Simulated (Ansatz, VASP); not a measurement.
## Two plane-wave programs on Si

```
Si
1.0
     0.00000    2.28074    2.28074
     2.28074    0.00000    2.28074
     2.28074    2.28074    0.00000
Si
2
Direct
  0.87500 0.87500 0.87500
  0.12500 0.12500 0.12500
```

Change from the starting cell: volume scaled by 0.58, norm-conserving files.

Alike in both runs: task single point; functional PBE; k mesh 12 × 12 × 12; occupations fermi-dirac, width 0.08 eV; no spin polarisation.

|  | VASP | Ansatz |
| --- | --- | --- |
| version | VASP 6.6.1 | Ansatz 0.2.0 |
| potentials or method | VASP PAW PBE potentials, release 64 (Si) | norm-conserving pseudopotentials, scalar-relativistic |
| plane-wave cutoff (eV) | 520 | 490 |
| valence electrons in the cell | 8 | 8 |

|  | VASP | Ansatz | Ansatz less VASP |
| --- | --- | --- | --- |
| pressure (GPa) | 141.2 | 139.7 | -1.55 |

The functional is the same, so the differences come from potentials, cutoffs and numerics.

Caveats: the cell as given lies far from equilibrium; so large a pressure means that the cell lies far from this level's equilibrium, or that cutoff or potentials fall short (VASP).
